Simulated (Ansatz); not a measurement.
KBr (rocksalt) (r2SCAN geometry), in Ansatz:

```
K Br
1.0
     0.00000    3.30225    3.30225
     3.30225    0.00000    3.30225
     3.30225    3.30225    0.00000
K Br
1 1
Direct
  0.00000 0.00000 0.00000
  0.50000 0.50000 0.50000
```

G0W0@PBE with 394 empty bands, a screening cutoff of 180 eV and a 4×4×4 mesh (PAW, contour deformation) gives 7.028 eV over the mesh points, from a PBE gap of 4.430 eV; it sums over 402 bands with 411 plane waves in the screening and a wave cutoff of 420 eV. The G0W0 figures hold for the stated bands, cutoff and mesh and aren't extrapolated. No spin polarisation and no zero-point or thermal motion.

(1) Estimate the gap with potentials of the kind norm-conserving.

(2) Estimate the gap with starting point PBE0.

(3) Another run gave a Kohn-Sham gap of 4.430 eV and a G0W0 gap of 6.853 eV, summing over 171 bands with 169 plane waves in the screening and a wave cutoff of 420 eV. What was changed?

(4) Estimate the gap with mesh 6×6×6, empty bands 117, screening cutoff 80 eV.

## Answers

(1) 6.961 eV (-0.067 eV), from a Kohn-Sham gap of 4.429 eV.

(2) 7.809 eV (+0.781 eV), from a Kohn-Sham gap of 6.310 eV.

(3) Empty bands 163, screening cutoff 100 eV. The counts of bands and plane waves show it.

(4) 6.757 eV (-0.271 eV), from a Kohn-Sham gap of 4.430 eV.

The runs are scalar-relativistic, without spin-orbit coupling.
